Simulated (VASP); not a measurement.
Runs of VASP 6.6.1 on BN. Symmetry: R3m, No. 160, trigonal system. Conventional cell: a = 2.502 Å, b = 2.502 Å, c = 10.119 Å, α = 90.00°, β = 90.00°, γ = 120.00°. N (site symmetry 3m) is surrounded by 3 B at 1.44 Å. B (site symmetry 3m) is surrounded by 3 N at 1.44 Å. The cell is a database's computed one.

| task | potentials or basis | cell | cutoff (eV) | smearing | gap on the mesh (eV) | pressure (GPa) | relaxed volume (Å³/atom) |
| --- | --- | --- | --- | --- | --- | --- | --- |
| relaxation of cell and atoms | VASP PAW PBE potentials, release 64 (N_s, B_s) | relaxed | 480 | fermi-dirac 0.05 eV | 4.47 | 0.0 | (a) |
| band structure | VASP PAW PBE potentials, release 54 (N, B) | as given | 500 | fermi-dirac 0.05 eV | 4.28 | - | - |
| single point | VASP PAW PBE potentials, release 64 (N, B) | as given | 520 | gaussian 0.029 eV | 4.28 | 3.6 | - |
| relaxation of cell and atoms | VASP PAW PBE potentials, release 54 (N, B) | relaxed | 600 | fermi-dirac 0.05 eV | 4.47 | 0.0 | 10.50 |
| band structure | VASP PAW PBE potentials, release 64 (N_s, B_s) | as given | 400 | fermi-dirac 0.05 eV | 4.28 | 4.5 | - |
| relaxation of cell and atoms | VASP PAW PBE potentials, release 54 (N, B) | relaxed | 580 | fermi-dirac 0.05 eV | 4.46 | 0.0 | (b) |
| relaxation of cell and atoms | VASP PAW PBE potentials, release 64 (N_h, B_h) | relaxed | 980 | fermi-dirac 0.05 eV | 4.42 | 0.0 | 10.07 |
| band structure | VASP PAW PBE potentials, release 54 (N, B) | as given | 520 | fermi-dirac 0.05 eV | 4.28 | 3.6 | - |
| band structure | VASP PAW PBE potentials, release 64 (N_h, B_h) | as given | 900 | fermi-dirac 0.05 eV | 4.28 | - | - |

Alike in all rows: level PBE; no spin polarisation; k mesh 12 × 12 × 12.

Task: Estimate the missing entries.

Result: (a) 10.54; (b) 10.44.

Caveats: the volume moved by over 15 % at a fixed basis, so the end points are rough (some runs); the cutoff is under 1.25 times the usual one of these potentials, so pressure, stress and relaxed cells hold a basis-set (Pulay) error (some runs).

A k mesh can miss the band edges.
